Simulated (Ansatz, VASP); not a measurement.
**SbSe2 in VASP and in Ansatz**

```
CELL_PARAMETERS angstrom
0.00000 3.43586 3.43586
3.43586 0.00000 3.43586
3.43586 3.43586 0.00000
ATOMIC_POSITIONS crystal
Sb 0.50000 0.50000 0.50000
Se 0.00000 0.00000 0.00000
Se 0.25000 0.25000 0.25000
```

Alike in both runs: functional PBE; k mesh 12 × 12 × 12; occupations gaussian, width 0.1 eV; no spin polarisation.

Ansatz relaxed the structure, and its values are those at the end. VASP's run is a single point on that final structure, the one shown.

|  | VASP | Ansatz |
| --- | --- | --- |
| version | VASP 6.6.1 | Ansatz 0.2.0 |
| potentials or method | VASP PAW PBE potentials, release 64 (Sb, Se) | scalar-relativistic, plane waves, PAW |
| plane-wave cutoff (eV) | 520 | 420 |
| valence electrons in the cell | 17 | 47 |

VASP gave:

```
gap on the k mesh at the Fermi level (eV) : none
pressure (GPa)                            : -0.1
```

Task: Which values does Ansatz return?

Result: gap on the k mesh at the Fermi level (eV): none; pressure (GPa): 0.0.

A gap of «none» marks a metal or a gap that the smearing closes. With one functional, cell and mesh, what is left measures potentials, basis and numerics. The two sets of potentials don't hold the same shells in valence.

The runs have no spin-orbit coupling, so splittings on Sb are missing.
